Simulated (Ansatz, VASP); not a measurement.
SnSe2: VASP beside Ansatz

```
Sn Se
1.0
     3.77071    0.00000    0.00000
    -1.88535    3.26553    0.00000
     0.00000    0.00000    5.52809
Sn Se
1 2
Direct
  0.00000 0.00000 0.00000
  0.33333 0.66667 0.28689
  0.66667 0.33333 0.71311
```

Alike in both runs: functional PBEsol; k mesh 15 × 15 × 8; occupations fermi-dirac, width 0.1 eV; no spin polarisation.

Ansatz relaxed the structure, and its values are those at the end. VASP's run is a single point on that final structure, the one shown.

```csv
,VASP,Ansatz
version,VASP 6.6.1,Ansatz 0.2.0
potentials or method,"VASP PAW PBE potentials, release 64 (Sn_d, Se)","scalar-relativistic, plane waves, PAW"
plane-wave cutoff (eV),520,420
valence electrons in the cell,26,46
```

VASP gave:

```
gap on the k mesh at the Fermi level (eV) : none
pressure (GPa)                            : 5.2
rms of the force components (eV/Å)        : 0.010
```

Q: What did Ansatz give for the same quantities?

A: gap on the k mesh at the Fermi level (eV): none; pressure (GPa): 5.1; rms of the force components (eV/Å): 0.000.

A gap of «none» marks a metal or a gap that the smearing closes. The two sets of potentials don't hold the same shells in valence.

Caveats: the PAW data sets were made with another functional, which shifts forces and pressure a little (VASP).
